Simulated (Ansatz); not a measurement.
**Zr: properties at the relaxed cell**

One table from this session's results is given with a row withheld; the runs are named, their logs left out.

Program: Ansatz 0.2.0. Level of theory: DFT PBE, scalar-relativistic, plane waves, PAW. These are calculated values, not measurements.

1 further run of the same task is left out (set aside as unsound or not needed).

**Starting point**

The structure is hexagonal, space group P6_3/mmc (No. 194). Conventional cell: a = 3.234 Å, b = 3.234 Å, c = 5.167 Å, α = 90.00°, β = 90.00°, γ = 120.00°. Zr (site symmetry -6m2) has 12 Zr at 3.19 to 3.23 Å as nearest neighbours.

As a file:

```cif
data_structure
_symmetry_space_group_name_H-M 'P6_3/mmc'
_symmetry_Int_Tables_number 194
_cell_length_a 3.2336
_cell_length_b 3.2336
_cell_length_c 5.1675
_cell_angle_alpha 90.000
_cell_angle_beta 90.000
_cell_angle_gamma 120.000
_cell_volume 46.79
loop_
_atom_site_label
_atom_site_type_symbol
_atom_site_symmetry_multiplicity
_atom_site_Wyckoff_symbol
_atom_site_fract_x
_atom_site_fract_y
_atom_site_fract_z
_atom_site_occupancy
Zr1 Zr 2 c 0.33333 0.66667 0.25000 1
```

This cell was relaxed beforehand with the same method: volume 23.40 Å³/atom, gap on the mesh none (metal).

Set-up of the first run:

File input.yaml:

```yaml
crystal:
  lattice:
    - [3.2336261668, 0.0, 0.0]
    - [-1.6168130834, 2.8004024068, 0.0]
    - [0.0, 0.0, 5.1674939366]
  atoms:
    - { symbol: Zr, position: [0.3333333333, 0.6666666667, 0.25] }
    - { symbol: Zr, position: [0.6666666667, 0.3333333333, 0.75] }
basis:
  ecutwfc: 420
kpoints:
  mp_grid: { grid: [18, 18, 8] }
  band_path:
    path:
      - [[0.0, 0.0, 0.0], [0.5, 0.0, 0.0], [0.33333333, 0.33333333, 0.0], [0.0, 0.0, 0.0], [0.0, 0.0, 0.5], [0.5, 0.0, 0.5], [0.33333333, 0.33333333, 0.5], [0.0, 0.0, 0.5]]
      - [[0.5, 0.0, 0.5], [0.5, 0.0, 0.0]]
      - [[0.33333333, 0.33333333, 0.5], [0.33333333, 0.33333333, 0.0]]
    npoints: 14
hamiltonian:
  xc: pbe
scf:
  occupations: { method: gaussian, width: 0.1 }
  n_extra_bands: 6
output:
  forces: true
  stress: true
  eigenvalues: true
  populations: true
  dos: { projected: true, de: 0.02, nscf_kmesh: { grid: [27, 27, 12] } }
  bader: true
  write_density: true
  write_potential: true
  elf: true
  volumetric_format: npy
```

On the command line:

```
$ ansatz run input.yaml --threads 1 --pin off --max-ram 2560MiB --backend cpu --events-out ev --progress --plain --runs-dir out
```

Among the steps run: Static run: bands, density of states and charges; The cell scaled to 0.97 of its volume; Point at V/V0 = 1.03; Volume × 0.94; The cell scaled to 1.06 of its volume.

One of the session's tables, all rows but one given; the rest of the session is left out.

It belongs to the step «Fit of the equation of state». 

| volume (Å³/atom) | energy above the lowest point (meV/atom) | pressure (GPa) |
| --- | --- | --- |
| 21.993 | 26.9 | 6.36 |
| 22.695 | 6.5 | 2.97 |
| 23.397 | 0.0 | -0.01 |
| 24.099 | ? | ? |
| 24.801 | 22.6 | -4.97 |

Q: Estimate the row for volume (Å³/atom) = 24.099 from the others.

Worked estimate for «energy above the lowest point (meV/atom)». A straight line through the neighbours (23.397, 0.0) and (24.801, 22.6) gives 0.0 + (22.6 − 0.0) × (24.099 − 23.397) / (24.801 − 23.397) = 11.3; a parabola fitted to 3 rows on both sides gives 5.4.

The run gave: energy above the lowest point (meV/atom): 5.8; pressure (GPa): -2.65. In «energy above the lowest point (meV/atom)» the line misses by +5.5 and the parabola by -0.4.
